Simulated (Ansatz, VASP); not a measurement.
Two plane-wave programs on Ti

INCAR

```
SYSTEM = Ti
PREC = Accurate
ENCUT = 520
EDIFF = 1E-6
ISMEAR = 0
SIGMA = 0.1
LREAL = .FALSE.
LASPH = .TRUE.
NELM = 100
ALGO = Fast
ISIF = 2
LWAVE = .FALSE.
LCHARG = .FALSE.
GGA = PE
NBANDS = 19
```

File KPOINTS:

```
Automatic mesh
0
G
  14 14 8
  0 0 0
```

File POSCAR:

```
Ti
1.0
    2.8959243996      0.0499729638      0.0000000000
   -1.4046843437      2.4329862540      0.0000000000
    0.0000000000      0.0000000000      4.6948565400
Ti
2
Direct
    0.3098478816      0.6549239408      0.2500000000
    0.6901521184      0.3450760592      0.7500000000
```

Input for Ansatz:

```yaml
crystal:
  lattice:
    - [2.8959243996, 0.0499729638, 0.0]
    - [-1.4046843437, 2.432986254, 0.0]
    - [0.0, 0.0, 4.69485654]
  atoms:
    - { symbol: Ti, position: [0.3098478816, 0.6549239408, 0.25] }
    - { symbol: Ti, position: [0.6901521184, 0.3450760592, 0.75] }
basis:
  ecutwfc: 420
kpoints:
  mp_grid: { grid: [14, 14, 8] }
hamiltonian:
  xc: pbe
scf:
  occupations: { method: gaussian, width: 0.1 }
output:
  forces: true
  stress: true
  eigenvalues: true
```

Alike in both runs: task single point; functional PBE; k mesh 14 × 14 × 8; occupations gaussian, width 0.1 eV; no spin polarisation.

```csv
,VASP,Ansatz
version,VASP 6.6.1,Ansatz 0.2.0
potentials or method,"VASP PAW PBE potentials, release 64 (Ti_sv)","scalar-relativistic, plane waves, PAW"
plane-wave cutoff (eV),520,420
valence electrons in the cell,24,24
```

VASP gave:

| Quantity | Value |
| --- | --- |
| gap on the k mesh at the Fermi level (eV) | none |
| pressure (GPa) | 4.1 |
| largest component of the traceless stress (GPa) | 2.69 |
| rms of the force components (eV/Å) | 0.034 |

Q: What did Ansatz give for the same quantities?

A: gap on the k mesh at the Fermi level (eV): none; pressure (GPa): 4.8; largest component of the traceless stress (GPa): 2.71; rms of the force components (eV/Å): 0.033.

Atom by atom the forces differ by 0.001 eV/Å (rms over components). A gap of «none» marks a metal or a gap that the smearing closes. The functional is the same, so the differences come from potentials, cutoffs and numerics. Ansatz warned: «structure_snapped_to_symmetry».
